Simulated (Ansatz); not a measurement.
# Ti: a listed cell, distorted in several ways

How do energy, forces, pressure and gap of Ti change under moves of single atoms, further strains and shifts? Each case is one self-consistent run.

Program: Ansatz 0.2.0. Level of theory: DFT PBE, scalar-relativistic, plane waves, PAW. These are calculated values, not measurements.

1 further run of the same task is left out (set aside as unsound or not needed).

### 1 Starting point

The structure is hexagonal, space group P6_3/mmc (No. 194). The conventional cell has a = 2.950 Å, b = 2.950 Å, c = 4.686 Å, α = 90.00°, β = 90.00°, γ = 120.00°. Ti (site symmetry -6m2) is surrounded by 12 Ti at 2.90 to 2.95 Å.

Coordinates:

```
Ti
1.0
     2.95000    0.00000    0.00000
    -1.47500    2.55477    0.00000
     0.00000    0.00000    4.68600
Ti
2
Direct
  0.33333 0.66667 0.25000
  0.66667 0.33333 0.75000
```

The structure comes from the Crystallography Open Database.

### 2 A change within a subgroup

What differs from the listed cell: strain xx, yy, zz, yz, xz, xy = +2.2, +2.4, -0.7, +0.0, +0.0, +0.2 %; atoms moved by 0.03 Å root mean square, at most 0.03 Å.

File input.yaml:

```yaml
crystal:
  lattice:
    - [3.0141603139, 0.005516496, 0.0]
    - [-1.5023027313, 2.6130994647, 0.0]
    - [0.0, 0.0, 4.65240138]
  atoms:
    - { symbol: Ti, position: [0.3392046962, 0.6607953038, 0.25] }
    - { symbol: Ti, position: [0.6607953038, 0.3392046962, 0.75] }
basis:
  ecutwfc: 420
kpoints:
  mp_grid: { grid: [14, 14, 8] }
hamiltonian:
  xc: pbe
scf:
  occupations: { method: gaussian, width: 0.1 }
output:
  forces: true
  stress: true
  eigenvalues: true
```

### 3 A single atom displaced

File input.yaml:

```yaml
crystal:
  lattice:
    - [2.9499978604, 0.0, 0.0]
    - [-1.4749989302, 2.5547730882, 0.0]
    - [0.0, 0.0, 4.686]
  atoms:
    - { symbol: Ti, position: [0.3841808278, 0.6666666667, 0.25] }
    - { symbol: Ti, position: [0.6666666667, 0.3333333333, 0.75] }
basis:
  ecutwfc: 420
kpoints:
  mp_grid: { grid: [15, 15, 8] }
hamiltonian:
  xc: pbe
scf:
  occupations: { method: gaussian, width: 0.1 }
output:
  forces: true
  stress: true
  eigenvalues: true
```

What does the calculation give? Wanted: for each run, case; energy; pressure; largest force.

The runs gave:

```
step                        case  energy (meV/atom)  pressure (GPa)  largest force (eV/Å)  gap on the mesh (eV)
   2  a change within a subgroup               +0.0            -5.4                  0.12                  0.00
   3     a single atom displaced             -10.2*            -1.7                  0.22                  0.00
```

Energies are counted from step 2, with the smearing taken to zero; a star marks another k mesh, which can shift energies by itself, so starred rows don't rank against the others. A gap of 0.00 means none on the mesh at this level.

What this shows: Among the distorted cells of the listed formula and level the largest force, 0.22 eV/Å, comes in step 3, shared by 2 atoms. The distorted cells of the listed formula and level show no gap on the mesh.
